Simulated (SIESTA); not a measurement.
Input of a SIESTA 5.4.2 run:

The input As.fdf:

```
SystemName                      Arsenolamprite
SystemLabel                     As
NumberOfSpecies                 1
NumberOfAtoms                   2
%block ChemicalSpeciesLabel
  1  33 As
%endblock ChemicalSpeciesLabel
%include structure.fdf

%block kgrid.MonkhorstPack
    6   0   0  0.0
    0   6   0  0.0
    0   0   6  0.0
%endblock kgrid.MonkhorstPack
XC.Functional                   GGA
XC.Authors                      PBE
PAO.BasisSize                   DZP
PAO.EnergyShift                 0.003 Ry
Mesh.Cutoff                     500 Ry
OccupationFunction              FD
ElectronicTemperature           0.05 eV
MaxSCFIterations                120
SCF.MustConverge                false
SCF.Mixer.Method                Pulay
SCF.Mixer.Weight                0.25
SCF.Mixer.History               8
SCF.DM.Tolerance                5.0e-05
SCF.H.Tolerance                 1.0e-03 eV
WriteForces                     true
Charge.Mulliken                 end
MD.TypeOfRun                    Broyden
MD.Steps                        40
MD.MaxForceTol                  0.02 eV/Ang
MD.MaxDispl                     0.1 Ang
WriteCoorStep                   true
AtomCoorFormatOut               Fractional
MD.VariableCell                 true
MD.MaxStressTol                 0.1 GPa
Target.Pressure                 2 GPa
%block PAO.Basis
  As 4
  n=4 0 2
    5.512 0.000
  n=4 1 2
    7.356 0.000
  n=3 2 2
    2.890 0.000
  n=4 2 1
    7.356
%endblock PAO.Basis
```

File structure.fdf:

```
LatticeConstant                 1.0 Ang
%block LatticeVectors
     1.8807968987     1.0858785957     3.5140619945
    -1.8807968987     1.0858785957     3.5140619945
     0.0000000000    -2.1717571915     3.5140619945
%endblock LatticeVectors
AtomicCoordinatesFormat         Fractional
%block AtomicCoordinatesAndAtomicSpecies
     0.2260000000     0.2260000000     0.2260000000  1  As
     0.7740000000     0.7740000000     0.7740000000  1  As
%endblock AtomicCoordinatesAndAtomicSpecies
```

Potentials or basis: PseudoDojo 0.4 standard (PBE files), DZP (energy shift 0.003 Ry; two zetas on semicore shells).

Run with:

```sh
$ siesta < As.fdf > As.out 2>&1
```

Question: What does it give for the band gap on the k mesh?

Answer: None (metal or under the smearing width).

Question: What does it give for the relaxed volume?

Answer: 21.83 Å³/atom.

Forces in eV/Å, atoms in the order of the input:
```
As   0.000  0.000  0.004
As   0.000  0.000 -0.004
```

Caveat: the basis of atomic orbitals isn't converged, which shifts pressures, moduli and gaps. PBE usually gives volumes a little too large and moduli too small.
